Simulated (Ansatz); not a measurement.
**Ga in Ansatz: the effect of functional**

Ga:

```
Ga
1.0
     1.46908   -4.11849    0.00000
     1.46908    4.11849    0.00000
     0.00000    0.00000    3.21172
Ga
2
Direct
  0.13300 0.86700 0.75000
  0.86700 0.13300 0.25000
```

This isn't the form of Ga at room conditions, which is orthorhombic.

The cell isn't the ideal one: volume scaled by 1.04.

Alike in all runs:

```yaml
Program: Ansatz 0.2.0
Task: single point
Potentials_or_basis: Ansatz PAW
k_mesh: 10 × 10 × 8
Occupations: fermi-dirac, width 0.05 eV
Spin: no spin polarisation
```

```csv
functional,cutoff,pressure (GPa),largest force (eV/Å)
LDA,420 eV (not typed: the program's choice for these potentials),-5.6,0.18
PBEsol,420 eV (not typed: the program's choice for these potentials),?,?
r2SCAN,500 eV (not typed: the program's choice for these potentials),-3.6,0.23
```

Question: What does the run with functional PBEsol give?

Answer: Pressure -3.9 GPa; largest force 0.20 eV/Å.

Caveats: the PAW data sets come from PBE, with cores solved anew for the run's functional, which leaves a small shift of forces and pressure.
